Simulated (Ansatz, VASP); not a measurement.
## SrO: VASP beside Ansatz

```
Sr O
1.0
     0.00000    2.56980    2.56980
     2.56980    0.00000    2.56980
     2.56980    2.56980    0.00000
Sr O
1 1
Cartesian
  -0.1443 -0.1443 -0.1443
  2.5698 2.5698 2.5698
```

Change from the starting cell: all Sr atoms moved -0.250 Å, as atom 1 along Cartesian [1 1 1].

Alike in both runs: task single point; functional PBE; k mesh 8 × 8 × 8; occupations gaussian, width 0.05 eV; no spin polarisation.

```csv
,VASP,Ansatz
version,VASP 6.6.1,Ansatz 0.2.0
potentials or method,"VASP PAW PBE potentials, release 64 (Sr_sv, O)","scalar-relativistic, plane waves, PAW"
plane-wave cutoff (eV),520,420
valence electrons in the cell,16,16
```

VASP gave:

| Item | Value |
| --- | --- |
| gap on the k mesh at the Fermi level (eV) | 3.73 |
| least direct gap on the mesh (eV) | 3.73 |
| pressure (GPa) | 5.2 |
| largest component of the traceless stress (GPa) | 0.38 |
| rms of the force components (eV/Å) | 0.359 |

**Question.** Which values does Ansatz return?

**Answer.** gap on the k mesh at the Fermi level (eV): 3.76; least direct gap on the mesh (eV): 3.76; pressure (GPa): 4.5; largest component of the traceless stress (GPa): 0.35; rms of the force components (eV/Å): 0.338.

Atom by atom the forces differ by 0.021 eV/Å (rms over components). With one functional, cell and mesh, what is left measures potentials, basis and numerics.

A k mesh can miss the band edges.
